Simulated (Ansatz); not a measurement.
# Ga (I4/mmm) in Ansatz: a series of runs

The runs below take Ga through single point, equation of state, with HSE06.

Program: Ansatz 0.2.0. These are calculated values, not measurements. Logs are shortened: lines on timing, memory, paths and dates and some standing lists are left out, and cuts for length are marked.

### Step 1. The crystal as given

It takes space group I4/mmm (No. 139, tetragonal). Conventional cell: a = 2.769 Å, b = 2.769 Å, c = 4.622 Å, α = 90.00°, β = 90.00°, γ = 90.00°. Around Ga (site symmetry 4/mmm) lie 12 Ga at 2.77 to 3.03 Å.

This isn't the form of Ga at room conditions, which is orthorhombic.

### Step 2. Single point, HSE06, 16.66 Å³/atom (volume scaled by 0.94)

Contents of input:

```
crystal:
  lattice:
    - [-1.3561377546, 1.3561377546, 2.2640427644]
    - [1.3561377546, -1.3561377546, 2.2640427644]
    - [1.3561377546, 1.3561377546, -2.2640427644]
  atoms:
    - { symbol: Ga, position: [0.0, 0.0, 0.0] }
hamiltonian:
  xc: hse06
  pseudopotentials: { kind: paw }
kpoints:
  mp_grid: { grid: [8, 8, 8] }
scf:
  occupations: { method: fermi_dirac, width: 0.05 }
output:
  forces: true
  stress: true
  eigenvalues: true
```

Potentials or basis: Ansatz PAW.

Standard output:

```text
Warning: output.stress: scf.convergence.dr2_threshold = 1e-7 eV (the SCF's general default) is looser than the 1e-10 eV advised for a printed stress (1e-10 eV for each atom of the cell: 1). What an SCF threshold leaves in a stress goes as its square root, and in the free energy as the threshold itself, and one threshold admits the most on a small cell: of the crystals measured, under no hybrid functional and no lock of the moments, on runs that ended without the residual-converged pass, on stresses that held no estimate of that error, the worst erred by over 100 MPa in a component at 1e-7 eV an atom and by under 5 at 1e-10. Set scf.convergence.dr2_threshold to 1e-10 eV or tighter. The threshold is an SCF's pass mark: one that does not reach it within its budget of iterations ends unconverged, or closes short of it on a stop that the run arms, and scf.convergence.dr2_threshold's page says what that costs each kind of run
Warning: output.stress: scf.exx.energy_threshold = 1e-6 eV is looser than the 1e-8 eV advised for a stress under a hybrid functional (1e-8 eV for each atom of the cell: 1). Every SCF of the exchange loop can meet its threshold on dr2 while the loop round them stops early: no threshold on dr2 bounds what that leaves in the stress. Set scf.exx.energy_threshold to 1e-8 eV or tighter. The threshold is the loop's pass mark: a loop that does not reach it within its budget of cycles ends unconverged, and scf.exx.energy_threshold's page has the law
GPUs: using 1 of 1 available (devices: 1).
Engine: ansatz 0.2.0, x86_64-unknown-linux-gnu
Pseudopotentials: kind: paw
Pseudopotential: Ga, paw, valence charge 13, recommended cutoff 420 eV (normal), Ga.paw.azcp
Functional definition: HSE06
  parameter a = 0.25
  parameter omega = 0.11/bohr
  exchange = pbe_x - a*pbe_x_sr(omega) + a*exact_x_sr(omega)
  correlation = pbe_c
device memory: the entry about to start is reckoned to put 0.6 GiB on a device that reports 67.4 GiB free (of which the cap on the GPU budget leaves the run 18.0 GiB)
GPU FFT provider: cuFFT
GPU libraries: cuBLAS 13.8.2, cuFFT 12.4.0, cuSOLVER 12.3.4
Crystal: 1 atoms, lattice volume = 16.655 Å³
Basis set: ecut = 420 eV, 323 PW (Γ), exchange–correlation on 40×40×40 points (8 copies of the dense FFT grid, shifted against one another)
Bands: 11, of which v1, the nominal top of the filled ones, is band 7 counted from 1 (6 counted from 0)
Symmetry: 16 space group operations
Space group: I4/mmm (ITA 139), of the structure as read, at distance tolerance 2.6e-5 Å
k-points: 59 of 512
Non-local potential: Ga, projectors of the file, l = 0: 2, l = 1: 2, l = 2: 3, l = 3: 1
PAW form: soft (Blöchl's): semilocal exchange-correlation on the pseudo side does not see the compensation charge
PAW frozen core: Ga, regenerated for the run's functional, and the local potential with it (the file was generated under x = pbe(κ = 0.804, μ = 0.2195149727645171), c = pbe(β = 0.06672455060314922))
PAW one-centre angular grid: Ga, 590 points (default); XC on 64 Gauss nodes
Initial density: superposition of atomic densities (neutral atoms: chi_scale 0, normalization atom), corrected by the library's trained network
Initial wavefunctions: pseudopotential atomic-orbital guess
GPU buffer pool allocated for 8000 grid points (all kernels)
GPU transforms: local potential and band sums: pruned to the plane-wave sphere, on 20×20×20
Functional: x = pbe(κ = 0.804, μ = 0.2195149727645171), c = pbe(β = 0.06672455060314922), warm-up for x = pbe(κ = 0.804, μ = 0.2195149727645171) + 0.25 (exact − pbe) at short range (hse, ω = 0.20786987370883472 Å⁻¹), c = pbe(β = 0.06672455060314922); HSE06 as pw.x's `hse` composes it (authors' and Libxc's form: `xc: wpbeh`)
SCF iter   1: F=—  HF=-3782.971238 eV  |F-HF|=—  |Δ(HF+E_count)|=         —  Δρ=1.20e-3  dr2=1.74e-4  ethr=1.77e-3  ⟨swp⟩=7.8  Hψ=2805  notcnv=0
preconditioner: auto → none  [metal: Δε(μ)=0.068 eV  Ē_g=22.510 eV  σ=0.050 eV  W_gap=0.30  n_scr=0 (ndim 8)  ℏωp=32.8 eV  f_vac=0.000  D(μ)=0.22/eV (n_scr^D=0)]
SCF iter   2: F=—  HF=-3782.971281 eV  |F-HF|=—  |Δ(HF+E_count)|=   4.37e-5  Δρ=6.45e-4  dr2=3.77e-5  ethr=1.34e-6  ⟨swp⟩=4.2  Hψ=1572  notcnv=0  defer=5
iter 3 solved again at ethr=2.27e-8 eV; its pass at ethr=2.90e-7 eV (dr2=2.95e-6 eV) is discarded
SCF iter   3: F=—  HF=-3782.971301 eV  |F-HF|=—  |Δ(HF+E_count)|=   1.95e-5  Δρ=1.72e-4  dr2=2.91e-6  ethr=2.27e-8  ⟨swp⟩=2.6  Hψ=2444  notcnv=0
SCF iter   4: F=—  HF=-3782.971301 eV  |F-HF|=—  |Δ(HF+E_count)|=   2.92e-8  Δρ=4.29e-5  dr2=9.98e-8  ethr=2.24e-8  ⟨swp⟩=4.0  Hψ=1640  notcnv=0
SCF iter   5: F=-3782.971301 eV  HF=-3782.971301 eV  |F-HF|=1.82e-11  |Δ(HF+E_count)|=   1.03e-7  Δρ=1.84e-6  dr2=2.45e-10  ethr=7.68e-10  ⟨swp⟩=3.0  Hψ=1138  notcnv=0
SCF 1 converged in 5 iterations: F = -3782.971301 eV  dr2 = 2.45e-10
device memory: the entry about to start is reckoned to put 1.2 GiB on a device that reports 66.6 GiB free (of which the cap on the GPU budget leaves the run 18.0 GiB)
GPU FFT provider: cuFFT
GPU libraries: cuBLAS 13.8.2, cuFFT 12.4.0, cuSOLVER 12.3.4
Initial density: handed on by an earlier stage of this run
Initial wavefunctions: those handed on with the density
GPU buffer pool allocated for 8000 grid points (all kernels)
GPU transforms: local potential and band sums: pruned to the plane-wave sphere, on 20×20×20
Functional: x = pbe(κ = 0.804, μ = 0.2195149727645171) + 0.25 (exact − pbe) at short range (hse, ω = 0.20786987370883472 Å⁻¹), c = pbe(β = 0.06672455060314922); HSE06 as pw.x's `hse` composes it (authors' and Libxc's form: `xc: wpbeh`)
Exchange kernel: α = 0.2500, screened, ω = 0.2079 Å⁻¹, Wigner–Seitz truncation, v(0) = 1046.3047 eV·Å³, q-mesh 8×8×8, nearest image of the exchange supercell L = 21.70 Å, pair-density grid 12×12×12, without the augmentation charges, whose exchange is taken in its separable form by FFT convolution over the k-point mesh (sized by the pseudopotential files, 16×16×16 at the most), smooth part of the exact exchange by density-matrix convolution in up to 2.11 GiB of GPU memory as planned if the GPU has room (build and FFT work areas not counted)
Frozen-core exchange: fock
iter 1 solved again at ethr=1.27e-4 eV; its pass at ethr=1.00e-1 eV (dr2=1.65e-2 eV) is discarded
SCF iter   1: F=—  HF=-3783.394618 eV  |F-HF|=—  |Δ(HF+E_count)|=         —  Δρ=1.89e-2  dr2=2.49e-2  ethr=1.27e-4  ⟨swp⟩=4.1  Hψ=3175  notcnv=0
preconditioner: auto → none  [metal: Δε(μ)=0.093 eV  Ē_g=25.973 eV  σ=0.050 eV  W_gap=0.39  n_scr=0 (ndim 8)  ℏωp=32.8 eV  f_vac=0.000  D(μ)=0.20/eV (n_scr^D=0)]
SCF iter   2: F=—  HF=-3783.380005 eV  |F-HF|=—  |Δ(HF+E_count)|=   1.46e-2  Δρ=2.54e-3  dr2=8.25e-4  ethr=1.27e-4  ⟨swp⟩=4.0  Hψ=2135  notcnv=0
SCF iter   3: F=—  HF=-3783.383570 eV  |F-HF|=—  |Δ(HF+E_count)|=   3.57e-3  Δρ=3.98e-3  dr2=8.22e-4  ethr=3.73e-6  ⟨swp⟩=4.0  Hψ=1889  notcnv=0
SCF iter   4: F=—  HF=-3783.383595 eV  |F-HF|=—  |Δ(HF+E_count)|=   2.48e-5  Δρ=1.70e-3  dr2=1.84e-4  ethr=3.73e-6  ⟨swp⟩=2.0  Hψ=1041  notcnv=0
SCF iter   5: F=—  HF=-3783.383628 eV  |F-HF|=—  |Δ(HF+E_count)|=   3.28e-5  Δρ=1.52e-4  dr2=1.10e-5  ethr=1.07e-6  ⟨swp⟩=2.7  Hψ=1081  notcnv=0
SCF iter   6: F=—  HF=-3783.383763 eV  |F-HF|=—  |Δ(HF+E_count)|=   1.35e-4  Δρ=2.48e-4  dr2=3.48e-6  ethr=1.05e-8  ⟨swp⟩=4.2  Hψ=2340  notcnv=0  defer=1
SCF iter   7: F=-3783.383758 eV  HF=-3783.383758 eV  |F-HF|=1.54e-7  |Δ(HF+E_count)|=   4.95e-6  Δρ=4.35e-5  dr2=2.52e-7  ethr=1.05e-8  ⟨swp⟩=4.0  Hψ=1727  notcnv=0
SCF 2 stopped early in 7 iterations: F = -3783.383758 eV  dr2 = 2.52e-7
hybrid outer 1: dexx = +4.363e-3 eV, tail = 1.68e-5 eV
GPU FFT provider: cuFFT
GPU libraries: cuBLAS 13.8.2, cuFFT 12.4.0, cuSOLVER 12.3.4
GPU buffer pool allocated for 8000 grid points (all kernels)
GPU transforms: local potential and band sums: pruned to the plane-wave sphere, on 20×20×20
Exchange kernel: α = 0.2500, screened, ω = 0.2079 Å⁻¹, Wigner–Seitz truncation, v(0) = 1046.3047 eV·Å³, q-mesh 8×8×8, nearest image of the exchange supercell L = 21.70 Å, pair-density grid 12×12×12, without the augmentation charges, whose exchange is taken in its separable form by FFT convolution over the k-point mesh (sized by the pseudopotential files, 16×16×16 at the most), smooth part of the exact exchange by density-matrix convolution in up to 2.11 GiB of GPU memory as planned if the GPU has room (build and FFT work areas not counted)
Frozen-core exchange: fock
SCF iter   1: F=—  HF=-3783.383640 eV  |F-HF|=—  |Δ(HF+E_count)|=         —  Δρ=3.43e-5  dr2=1.11e-7  ethr=6.45e-7  ⟨swp⟩=2.8  Hψ=1367  notcnv=0
preconditioner: auto → none  [metal: Δε(μ)=0.025 eV  Ē_g=25.684 eV  σ=0.050 eV  W_gap=0.12  n_scr=0 (ndim 8)  ℏωp=32.8 eV  f_vac=0.000  D(μ)=0.21/eV (n_scr^D=0)]
SCF iter   2: F=—  HF=-3783.383641 eV  |F-HF|=—  |Δ(HF+E_count)|=   9.09e-7  Δρ=1.25e-5  dr2=1.61e-8  ethr=6.01e-10  ⟨swp⟩=4.1  Hψ=2164  notcnv=0  defer=1
SCF iter   3: F=-3783.383641 eV  HF=-3783.383641 eV  |F-HF|=3.91e-11  |Δ(HF+E_count)|=   3.89e-8  Δρ=5.30e-6  dr2=3.78e-9  ethr=7.62e-11  ⟨swp⟩=4.0  Hψ=1753  notcnv=0
SCF 3 converged in 3 iterations: F = -3783.383641 eV  dr2 = 3.78e-9
  Residual-converged pass: ⟨swp⟩=2.0  Hψ=759  notcnv=0  max |occ|·‖R‖ = 1.6e-6 eV (tolerance 2.4e-6 eV)  dr2=3.78e-9  dr2_onsite=2.53e-10  max |Δocc| = 5.1e-13
hybrid outer 2: dexx = +2.613e-7 eV, tail = 1.55e-8 eV, Δε = 5.63e-3 eV (about 2.05e-4 eV left of the loop's levels)
hybrid SCF converged: 2 outer / 10 inner (+5 warm-up), last move |dexx| = 2.61e-7 eV, tail = 1.55e-8 eV
Stability not checked: this state was not tested for a lower state beside it, because the functional holds exact exchange (a hybrid, or Hartree-Fock), whose exchange loop this test does not read (fock_operator; see scf.lower_state_search)
Free energy (F): -3783.383641 eV
Frozen-core exchange: fock
Harris-Foulkes:  -3783.383641 eV  (|F-HF|=3.91e-11)
Internal energy: -3783.382024 eV  (E = F + TS)
E sigma→0 (E₀):  -3783.382832 eV
Entropy (-TS):   -0.001617 eV (-1.617 meV/atom)
Fermi energy:    11.778825 eV
--- Per-component energies (eV) ---
  E_band       = -45.997577
  E_kinetic    = 115.146379
  E_local      = -1697.573880  (includes V_loc(G=0)·N_el)
  E_nonlocal   = 423.440516
  E_hartree    = 807.750656
  E_xc         = -56.362892
  E_vxc        = -47.386175  (∫ρ·V_xc dr)
  E_exx        = -47.867205  (= α·E_x^exact, valence–valence)
  E_paw        = -1953.176982  (= ΣΔE_a)
  E_vpaw       = -359.390478  (= ΣTr[D̂ρ^β])
  E_aug_tail   = -0.000124  (compensation charges beyond the density's cutoff)
  E_ewald      = -1374.850738
  E_core_change = 0.112246  (= ΣΔE_core)
  E_smearing   = -0.001617  (= −TS)
  E_closure    = -0.000000  (closes the sum)
  Σ components = -3783.383641   (vs F -3783.383641, Δ=0.00e0)
--- Forces (eV/Å), atoms counted from 1 ---
  atom   1  Ga    -0.00000000     0.00000000     0.00000000
  max |Σ_I F_I| component: 3.16e-30 eV/Å
--- Stress (GPa, compression-positive) ---
        7.091893      -0.000000      -0.000000
       -0.000000       7.091893      -0.000000
       -0.000000      -0.000000       7.604515
  P = ⅓ Tr σ = 7.2628 GPa (72.628 kbar)
--- Band table (eV; the first three rows and the last of 59) ---
  k-point 0: bands = ["-6.6640", "-6.4758", "-6.4394", "-6.4394", "-6.2532", "-2.0953", "26.2658", "26.4220", "26.4220", "29.2045", "29.2754"]
  k-point 1: bands = ["-6.5870", "-6.4781", "-6.4474", "-6.4192", "-6.2926", "-1.3656", "22.7804", "23.5524", "24.5160", "25.5126", "30.4102"]
  k-point 2: bands = ["-6.5722", "-6.4659", "-6.3904", "-6.3650", "-6.3309", "0.8588", "19.1243", "20.2690", "21.6086", "22.5786", "24.7256"]
  k-point 58: bands = ["-6.7975", "-6.6762", "-6.2102", "-6.2102", "-6.1964", "6.4301", "6.6388", "19.7600", "19.7600", "22.6763", "24.2136"]
```

It took 18 s on 1 × NVIDIA H100 80GB HBM3 with 2 threads of AMD EPYC 7R13 (Zen 3), shared host; peak memory 1.7 GiB.

Results:

```
Free energy            : -3783.3836 eV
Pressure               : 7.3 GPa
Band gap on the k mesh : none (metal or under the smearing width)
```

Caveat: the k mesh is coarse (spacing up to 0.41 Å⁻¹), so the values aren't converged, least of all with exact exchange; the PAW data sets come from PBE, with cores solved anew for the run's functional, which leaves a small shift of forces and pressure; the thresholds are loose for stress.

### Step 3. Single point, HSE06, 17.01 Å³/atom (volume scaled by 0.96)

input: that of step 2 with these lines changed.

```diff
@@ -2,5 +2,5 @@
   lattice:
-    - [-1.3561377546, 1.3561377546, 2.2640427644]
-    - [1.3561377546, -1.3561377546, 2.2640427644]
-    - [1.3561377546, 1.3561377546, -2.2640427644]
+    - [-1.3656883352, 1.3656883352, 2.2799872528]
+    - [1.3656883352, -1.3656883352, 2.2799872528]
+    - [1.3656883352, 1.3656883352, -2.2799872528]
   atoms:
```

Potentials or basis: Ansatz PAW.

Run time: 14 s. Hardware: 1 × NVIDIA H100 80GB HBM3 with 2 threads of AMD EPYC 7R13 (Zen 3), shared host; peak memory 1.7 GiB.

It converged, with:

* Free energy: -3783.3977 eV
* Pressure: 5.5 GPa
* Band gap on the k mesh: none (metal or under the smearing width)

Caveat: the k mesh is coarse (spacing up to 0.41 Å⁻¹), so the values aren't converged, least of all with exact exchange; the PAW data sets come from PBE, with cores solved anew for the run's functional, which leaves a small shift of forces and pressure; the thresholds are loose for stress.

### Step 4. Single point, HSE06, 17.36 Å³/atom (volume scaled by 0.98)

Contents of input:

```
crystal:
  lattice:
    - [-1.3751071731, 1.3751071731, 2.2957117997]
    - [1.3751071731, -1.3751071731, 2.2957117997]
    - [1.3751071731, 1.3751071731, -2.2957117997]
  atoms:
    - { symbol: Ga, position: [0.0, 0.0, 0.0] }
hamiltonian:
  xc: hse06
  pseudopotentials: { kind: paw }
kpoints:
  mp_grid: { grid: [8, 8, 8] }
scf:
  occupations: { method: fermi_dirac, width: 0.05 }
output:
  forces: true
  stress: true
  eigenvalues: true
  write_density: true
  write_potential: true
  elf: true
  volumetric_format: npy
```

It took 17 s on 1 × NVIDIA H100 80GB HBM3 with 2 threads of AMD EPYC 7R13 (Zen 3), shared host; peak memory 1.7 GiB.

The run converged. Its results:

| Quantity | Value |
| --- | --- |
| Free energy | -3783.4081 eV |
| Pressure | 3.9 GPa |
| Band gap on the k mesh | none (metal or under the smearing width) |

Caveat: the k mesh is coarse (spacing up to 0.40 Å⁻¹), so the values aren't converged, least of all with exact exchange; the PAW data sets come from PBE, with cores solved anew for the run's functional, which leaves a small shift of forces and pressure; the thresholds are loose for stress.

### Step 5. Single point, HSE06, 17.72 Å³/atom

Contents of input:

```
crystal:
  lattice:
    - [-1.3843987196, 1.3843987196, 2.3112238365]
    - [1.3843987196, -1.3843987196, 2.3112238365]
    - [1.3843987196, 1.3843987196, -2.3112238365]
  atoms:
    - { symbol: Ga, position: [0.0, 0.0, 0.0] }
hamiltonian:
  xc: hse06
  pseudopotentials: { kind: paw }
kpoints:
  mp_grid: { grid: [8, 8, 8] }
scf:
  occupations: { method: fermi_dirac, width: 0.05 }
output:
  forces: true
  stress: true
  eigenvalues: true
```

Wall time 16 s (1 × NVIDIA H100 80GB HBM3 with 2 threads of AMD EPYC 7R13 (Zen 3), shared host); peak memory 1.8 GiB.

The run converged. Its results:

```
Free energy            : -3783.4151 eV
Pressure               : 2.4 GPa
Band gap on the k mesh : none (metal or under the smearing width)
```

Caveat: the k mesh is coarse (spacing up to 0.40 Å⁻¹), so the values aren't converged, least of all with exact exchange; the PAW data sets come from PBE, with cores solved anew for the run's functional, which leaves a small shift of forces and pressure; the thresholds are loose for stress.

### Step 6. Single point, HSE06, 18.07 Å³/atom (volume scaled by 1.02)

input: that of step 5 with these lines changed.

```diff
@@ -2,5 +2,5 @@
   lattice:
-    - [-1.3843987196, 1.3843987196, 2.3112238365]
-    - [1.3843987196, -1.3843987196, 2.3112238365]
-    - [1.3843987196, 1.3843987196, -2.3112238365]
+    - [-1.3935671902, 1.3935671902, 2.3265304007]
+    - [1.3935671902, -1.3935671902, 2.3265304007]
+    - [1.3935671902, 1.3935671902, -2.3265304007]
   atoms:
```

Potentials or basis: Ansatz PAW.

It took 16 s on 1 × NVIDIA H100 80GB HBM3 with 2 threads of AMD EPYC 7R13 (Zen 3), shared host; peak memory 1.8 GiB.

Results (log left out):

```yaml
Free_energy: -3783.4190 eV
Pressure: 1.1 GPa
Band_gap_on_the_k_mesh: none (metal or under the smearing width)
```

Caveat: the k mesh is coarse (spacing up to 0.40 Å⁻¹), so the values aren't converged, least of all with exact exchange; the PAW data sets come from PBE, with cores solved anew for the run's functional, which leaves a small shift of forces and pressure; the thresholds are loose for stress.

### Step 7. Single point, HSE06, 18.43 Å³/atom (volume scaled by 1.04)

input: that of step 6 with these lines changed.

```diff
@@ -2,5 +2,5 @@
   lattice:
-    - [-1.3935671902, 1.3935671902, 2.3265304007]
-    - [1.3935671902, -1.3935671902, 2.3265304007]
-    - [1.3935671902, 1.3935671902, -2.3265304007]
+    - [-1.4026165814, 1.4026165814, 2.3416381643]
+    - [1.4026165814, -1.4026165814, 2.3416381643]
+    - [1.4026165814, 1.4026165814, -2.3416381643]
   atoms:
```

Wall time 16 s (1 × NVIDIA H100 80GB HBM3 with 2 threads of AMD EPYC 7R13 (Zen 3), shared host); peak memory 1.7 GiB.

The run converged. Its results:

| Quantity | Value |
| --- | --- |
| Free energy | -3783.4202 eV |
| Pressure | 0.0 GPa |
| Band gap on the k mesh | none (metal or under the smearing width) |

Caveat: the k mesh is coarse (spacing up to 0.40 Å⁻¹), so the values aren't converged, least of all with exact exchange; the PAW data sets come from PBE, with cores solved anew for the run's functional, which leaves a small shift of forces and pressure; the thresholds are loose for stress.

### Step 8. Single point, HSE06, 18.78 Å³/atom (volume scaled by 1.06)

Contents of input:

```
crystal:
  lattice:
    - [-1.4115506858, 1.4115506858, 2.3565534592]
    - [1.4115506858, -1.4115506858, 2.3565534592]
    - [1.4115506858, 1.4115506858, -2.3565534592]
  atoms:
    - { symbol: Ga, position: [0.0, 0.0, 0.0] }
hamiltonian:
  xc: hse06
  pseudopotentials: { kind: paw }
kpoints:
  mp_grid: { grid: [8, 8, 8] }
scf:
  occupations: { method: fermi_dirac, width: 0.05 }
output:
  forces: true
  stress: true
  eigenvalues: true
  write_density: true
  write_potential: true
  elf: true
  volumetric_format: npy
```

Run time: 27 s. Hardware: 1 × NVIDIA H100 80GB HBM3 with 2 threads of AMD EPYC 7R13 (Zen 3), shared host; peak memory 1.7 GiB.

It converged, with:

```
Free energy            : -3783.4189 eV
Pressure               : -1.1 GPa
Band gap on the k mesh : none (metal or under the smearing width)
```

Caveat: the k mesh is coarse (spacing up to 0.39 Å⁻¹), so the values aren't converged, least of all with exact exchange; the PAW data sets come from PBE, with cores solved anew for the run's functional, which leaves a small shift of forces and pressure; the thresholds are loose for stress.

### Step 9. Equation of state, HSE06

Potentials or basis: Ansatz PAW.

This step only gathers the single runs of the series.

What came out:

| Property | Result |
| --- | --- |
| Equilibrium volume | 18.42 Å³/atom |
| Bulk modulus at fixed shape and positions | 58 GPa |
| Pressure derivative of the bulk modulus | 4.5 (rough: it moves with the points fitted) |

Energy against volume, from the lowest point:
```
volume (Å³/atom)  energy (meV/atom)
          16.655              36.51
          17.010              22.43
          17.364              12.05
          17.718               5.09
          18.073               1.18
          18.427               0.00
          18.781               1.23
```

Caveat: the k mesh is coarse (spacing up to 0.40 Å⁻¹), so the values aren't converged, least of all with exact exchange; the cell was scaled at fixed shape and fractional positions, which overstates the stiffness of a crystal with free parameters, most of all of layers and chains; the PAW data sets were made with another functional, which shifts forces and pressure a little.
